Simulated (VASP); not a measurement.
# CoO (R3m) in VASP: single point with PBE

Aim: the single point of CoO with PBE.

Everything below comes from runs of VASP 6.6.1. Logs are shortened: lines on timing, memory, paths and dates and some standing lists are left out, and cuts for length are marked.

**1. Starting point**

Symmetry: R3m, No. 160, trigonal system. Conventional cell: a = 3.204 Å, b = 3.204 Å, c = 7.699 Å, α = 90.00°, β = 90.00°, γ = 120.00°. Around Co (site symmetry 3m) lie 4 O at 1.91 to 1.96 Å. Around O (site symmetry 3m) lie 4 Co at 1.91 to 1.96 Å.

Measurements of this composition are mostly on another form, of space group No. 225.

**2. Single point, PBE, collinear spin, typed start**

Input file INCAR:

```
SYSTEM = CoO
PREC = Accurate
ENCUT = 520
EDIFF = 1E-7
ISMEAR = 0
SIGMA = 0.1
LREAL = .FALSE.
LASPH = .TRUE.
NELM = 150
ALGO = Normal
ISIF = 2
LWAVE = .FALSE.
LCHARG = .TRUE.
ISPIN = 2
MAGMOM = -3 3 0 0
LORBIT = 11
LMAXMIX = 4
GGA = PE
LELF = .TRUE.
LVHAR = .TRUE.
NBANDS = 27
```

Input file KPOINTS:

```
regular mesh
0
G
  6 6 6
  0 0 0
```

Input file POSCAR:

```
CoO
1.0
    1.6022198200      0.9250420300      5.1329417200
   -1.6022198200      0.9250420300      5.1329417200
    0.0000000000     -1.8500840700      5.1329417200
Co O
2 2
Direct
    0.9994877600      0.9994877600      0.9994877600
    0.4994905900      0.4994905900      0.4994905900
    0.3754955200      0.3754955200      0.3754955200
    0.8755254700      0.8755254700      0.8755254700
```

Potentials or basis: VASP PAW PBE potentials, release 64 (Co, O).

On the command line:

```console
$ cat potpaw_PBE.64/Co/POTCAR potpaw_PBE.64/O/POTCAR > POTCAR
$ mpirun -np 1 vasp_std > vasp.out
```

OUTCAR:

```text
SYSTEM = CoO
   PREC = Accurate
   ENCUT = 520
   EDIFF = 1E-7
   ISMEAR = 0
   LREAL = .FALSE.
   LASPH = .TRUE.
   NELM = 150
   ISIF = 2
   ISPIN = 2
   LORBIT = 11
   GGA = PE

 ion  position               nearest neighbor table
   1  0.999  0.999  0.999-   4 1.91   3 1.96   3 1.96   3 1.96
   2  0.499  0.499  0.499-   3 1.91   4 1.96   4 1.96   4 1.96
   3  0.375  0.375  0.375-   2 1.91   1 1.96   1 1.96   1 1.96
   4  0.876  0.876  0.876-   1 1.91   2 1.96   2 1.96   2 1.96

  LATTYP: Found a trigonal (rhomboedric) cell.
 ALAT       =     5.4561801482
 COS(alpha) =     0.8275366598

  Lattice vectors:

 A1 = (   1.6022198200,   0.9250420300,   5.1329417200)
 A2 = (  -1.6022198200,   0.9250420300,   5.1329417200)
 A3 = (   0.0000000000,  -1.8500840700,   5.1329417200)

Analysis of symmetry for initial positions (statically):
=====================================================================
 Subroutine PRICEL returns:
 Original cell was already a primitive cell.

 Routine SETGRP: Setting up the symmetry group for a
 trigonal (rhombohedral) supercell.

 Subroutine GETGRP returns: Found  6 space group operations
 (whereof  6 operations were pure point group operations)
 out of a pool of 12 trial point group operations.

The static configuration has the point symmetry C_3v.

Analysis of symmetry for dynamics (positions and initial velocities):
=====================================================================
 Subroutine PRICEL returns:
 Original cell was already a primitive cell.

 Routine SETGRP: Setting up the symmetry group for a
 trigonal (rhombohedral) supercell.

 Subroutine GETGRP returns: Found  6 space group operations
 (whereof  6 operations were pure point group operations)
 out of a pool of 12 trial point group operations.

The dynamic configuration has the point symmetry C_3v.

Analysis of structural, dynamic, and magnetic symmetry:
=====================================================================
 Subroutine PRICEL returns:
 Original cell was already a primitive cell.

 Routine SETGRP: Setting up the symmetry group for a
 trigonal (rhombohedral) supercell.

 Subroutine GETGRP returns: Found  6 space group operations
 (whereof  6 operations were pure point group operations)
 out of a pool of 12 trial point group operations.

The overall configuration has the point symmetry C_3v.

 Subroutine INISYM returns: Found  6 space group operations
 (whereof  6 operations are pure point group operations),
 and found     1 'primitive' translations

----------------------------------------------------------------------------------------

                                     Primitive cell

  volume of cell :      45.6458

  direct lattice vectors                    reciprocal lattice vectors
     1.602219820  0.925042030  5.132941720     0.312067042  0.180171993  0.064940019
    -1.602219820  0.925042030  5.132941720    -0.312067042  0.180171993  0.064940019
     0.000000000 -1.850084070  5.132941720     0.000000000 -0.360343986  0.064940019

  length of vectors
     5.456180148  5.456180148  5.456180144     0.366148866  0.366148866  0.366148869

  position of ions in fractional coordinates (direct lattice)
     0.999487760  0.999487760  0.999487760
     0.499490590  0.499490590  0.499490590
     0.375495520  0.375495520  0.375495520
     0.875525470  0.875525470  0.875525470

  ion indices of the primitive-cell ions
   primitive index   ion index
                 1           1
                 2           2
                 3           3
                 4           4

----------------------------------------------------------------------------------------

 KPOINTS: regular mesh

Automatic generation of k-mesh.
 Grid dimensions read from file:
 generate k-points for:    6    6    6

 Generating k-lattice:

  Cartesian coordinates                     Fractional coordinates (reciprocal lattice)
     0.052011174  0.030028665  0.010823337     0.166666667  0.000000000 -0.000000000
    -0.052011174  0.030028665  0.010823337     0.000000000  0.166666667 -0.000000000
     0.000000000 -0.060057331  0.010823336     0.000000000  0.000000000  0.166666667

  Length of vectors
     0.061024811  0.061024811  0.061024811

  Shift w.r.t. Gamma in fractional coordinates (k-lattice)
     0.000000000  0.000000000  0.000000000

 Subroutine IBZKPT returns following result:
 ===========================================

 Found     32 irreducible k-points:

 Following reciprocal coordinates:
            Coordinates               Weight
  0.000000  0.000000  0.000000      1.000000
  0.166667  0.000000  0.000000      6.000000
  0.333333  0.000000  0.000000      6.000000
  0.500000  0.000000 -0.000000      3.000000
  0.166667  0.166667  0.000000      6.000000
  0.333333  0.166667 -0.000000     12.000000
[... 16 lines left out ...]
  0.500000  0.500000  0.166667      6.000000
 -0.333333  0.500000  0.166667     12.000000
 [... further k-points ...]
   k-points           NKPTS =     32   k-points in BZ     NKDIM =     32   number of bands    NBANDS=     27
   number of dos      NEDOS =    301   number of ions     NIONS =      4
   total plane-waves  NPLWV =  74088
   dimension x,y,z NGX =    42 NGY =   42 NGZ =   42
   dimension x,y,z NGXF=    84 NGYF=   84 NGZF=   84
   ions per type =               2   2
   NGX,Y,Z   is equivalent  to a cutoff of  12.80, 12.80, 12.80 a.u.
   NGXF,Y,Z  is equivalent  to a cutoff of  25.59, 25.59, 25.59 a.u.
 SYSTEM =  CoO
   PREC   = accura    normal or accurate (medium, high low for compatibility)
   ISTART =      0    job   : 0-new  1-cont  2-samecut
   ICHARG =      2    charge: 1-file 2-atom 10-const
   ISPIN  =      2    spin polarized calculation?
   LNONCOLLINEAR =      F non collinear calculations
   LSORBIT =      F    spin-orbit coupling
   LASPH  =      T    aspherical Exc in radial PAW
   ENCUT  =  520.0 eV  38.22 Ry    6.18 a.u.  10.14 10.14 10.14*2*pi/ulx,y,z
   NELM   =    150;   NELMIN=  2; NELMDL= -5     # of ELM steps
   EDIFF  = 0.1E-06   stopping-criterion for ELM
   LREAL  =      F    real-space projection
   EDIFFG = 0.1E-05   stopping-criterion for IOM
   NSW    =      0    number of steps for IOM
   IBRION =     -1    ionic relax: 0-MD 1-quasi-New 2-CG
   NFREE  =      0    steps in history (QN), initial steepest desc. (CG)
   ISIF   =      2    stress and relaxation
   ISYM   =      2    0-nonsym 1-usesym 2-fastsym
   POTIM  = 0.5000    time-step for ionic-motion
   TEBEG  =    0.0;   TEEND  =   0.0 temperature during run
   PSTRESS=    0.0 pullay stress
   NELECT =      30.0000    total number of electrons
   NUPDOWN=      -1.0000    fix difference up-down
   EMIN   =  10.00;   EMAX   =-10.00  energy-range for DOS
   EFERMI =   0.00;   METHOD = LEGACY
   ISMEAR =     0;   SIGMA  =   0.10  broadening in eV -4-tet -1-fermi 0-gaus
   EFERMI_NEDOS =   21; number of points for ismear=-14 and -15
   IALGO  =     38    algorithm
   IMIX   =      4    mixing-type and parameters
     AMIX     =   0.40;   BMIX     =  1.00
     AMIX_MAG =   1.60;   BMIX_MAG =  1.00
  volume/ion in A,a.u.               =      11.41        77.01
  Fermi-wavevector in a.u.,A,eV,Ry     =   1.423360  2.689761 27.564787  2.025955
  Thomas-Fermi vector in A             =   2.543966
   LORBIT       =     11    0 simple, 1 ext, 2 COOP (PROOUT), +10 PAW based schemes
   GGA     = PE    functional components
   LHFCALC =     F    Hartree Fock is set to
   AEXX    =    0.0000 exact exchange contribution
   IVDW    =     0    specifies the selected vdW correction
   LEPSILON=     F    determine dielectric tensor
   LRPA    =     F    only Hartree local field effects (RPA)
 spin polarized calculation
 Gauss-broadening in eV      SIGMA  =   0.10
  energy-cutoff  :      520.00
  volume of cell :       45.65
 maximum number of plane-waves:      1242
 NGX is ok and might be reduce to    42
   NGX = 21   NGY = 21   NGZ = 21

 number of electron      30.0000005 magnetization      -0.0000204

 number of electron      30.0000005 magnetization       0.0000399

 Free energy of the ion-electron system (eV)
  ---------------------------------------------------
  ext. energy  EPLUGINS =         0.00000000
  ---------------------------------------------------
  free energy    TOTEN  =       -26.92611961 eV

  energy without entropy =      -26.92351601  energy(sigma->0) =      -26.92481781

 E-fermi :   6.3546     XC(G=0): -11.2031

 val. band max:        6.3247931597   @ k =   0.5000   0.5000   0.5000
 cond. band min:       6.4589585253   @ k =   0.0000   0.0000   0.0000
 fundamental gap:      0.1341653656
 Fermi energy:         6.3546332227

 spin component 1

 k-point     1 :       0.0000    0.0000    0.0000
  band No.  band energies     occupation
      1     -13.7565      1.00000
      2     -13.0383      1.00000
      3      -0.6805      1.00000
      4       0.2093      1.00000
      5       0.2093      1.00000
      6       0.3367      1.00000
[... 19 lines left out ...]
     26      20.8675      0.00000
     27      23.5179      0.00000
[... 667 lines left out ...]
      5       0.4618      1.00000
      6       0.6998      1.00000
[... 19 lines left out ...]
     26      20.6400      0.00000
     27      21.2314      0.00000

 [... further k-points ...]

 spin component 2

 k-point     1 :       0.0000    0.0000    0.0000
  band No.  band energies     occupation
      1     -13.7565      1.00000
      2     -13.0384      1.00000
      3      -0.6803      1.00000
      4       0.2085      1.00000
      5       0.2085      1.00000
      6       0.3361      1.00000
[... 19 lines left out ...]
     26      20.8671      0.00000
     27      23.5180      0.00000
[... 667 lines left out ...]
      5       0.4616      1.00000
      6       0.6987      1.00000
[... 19 lines left out ...]
     26      20.6392      0.00000
     27      21.2312      0.00000

 [... further k-points ...]
[... 5 lines left out ...]
  --------------------------------------------------------------------------------------
  -------------------------------------------------------------------------------------
  Total       -0.0602226     -0.0602226     -0.6807514      0.0000000      0.0000000      0.0000000
  in kB       -2.1138233     -2.1138232    -23.8945001      0.0000000      0.0000000      0.0000000
  external PRESSURE =      -9.3740489 kB  Pullay stress =       0.0000000 kB

 VOLUME and BASIS-vectors are now :
 -----------------------------------------------------------------------------
  energy-cutoff  :      520.00
  volume of cell :       45.65
      direct lattice vectors                 reciprocal lattice vectors
     1.602219820  0.925042030  5.132941720     0.312067042  0.180171993  0.064940019
    -1.602219820  0.925042030  5.132941720    -0.312067042  0.180171993  0.064940019
     0.000000000 -1.850084070  5.132941720     0.000000000 -0.360343986  0.064940019

 POSITION                                       TOTAL-FORCE (eV/Angst)
 -----------------------------------------------------------------------------------
      0.00000     -0.00000     15.39094         0.000000      0.000000     -0.130817
      0.00000     -0.00000      7.69157         0.000000      0.000000     -0.134097
      0.00000     -0.00000      5.78219         0.000000     -0.000000      0.135965
      0.00000     -0.00000     13.48206         0.000000     -0.000000      0.128949
 -----------------------------------------------------------------------------------
    total drift:                                0.000000      0.000001     -0.000120

  FREE ENERGIE OF THE ION-ELECTRON SYSTEM (eV)
  ---------------------------------------------------
  free  energy   TOTEN  =       -26.9261196072 eV

  energy  without entropy=      -26.9235160073  energy(sigma->0) =      -26.92481781

 total charge

# of ion       s       p       d       tot
------------------------------------------
    1        0.350   0.448   7.217   8.015
    2        0.349   0.448   7.217   8.015
    3        1.552   3.440   0.000   4.992
    4        1.552   3.440   0.000   4.992
--------------------------------------------------
tot          3.802   7.777  14.434  26.014

 magnetization (x)

# of ion       s       p       d       tot
------------------------------------------
    1       -0.009  -0.046  -2.173  -2.229
    2        0.009   0.046   2.173   2.229
    3       -0.011  -0.131   0.000  -0.142
    4        0.011   0.130   0.000   0.142
--------------------------------------------------
tot         -0.000  -0.000   0.000   0.000
```

Wall time 4.5 min (1 thread of Intel Xeon Platinum 8488C (Sapphire Rapids), shared host); peak memory 0.33 GiB.

What came out:

| Property | Result |
| --- | --- |
| Free energy | -26.9261 eV |
| Pressure | -0.9 GPa |
| Largest force | 0.136 eV/Å |
| Band gap on the k mesh | 0.13 eV |
| Net moment | 0.00 μB per cell |
| Site moments | Co -2.23, +2.23; O -0.14, +0.14 μB |
| Valence electrons inside the program's atomic spheres | Co 8.02; O 4.99 |

Forces on the atoms (eV/Å):
```
Co   0.000  0.000 -0.131
Co   0.000  0.000 -0.134
O    0.000  0.000  0.136
O    0.000  0.000  0.129
```

Stress tensor (GPa, compression positive):
```
-0.21  0.00  0.00
 0.00 -0.21  0.00
 0.00  0.00 -2.39
```
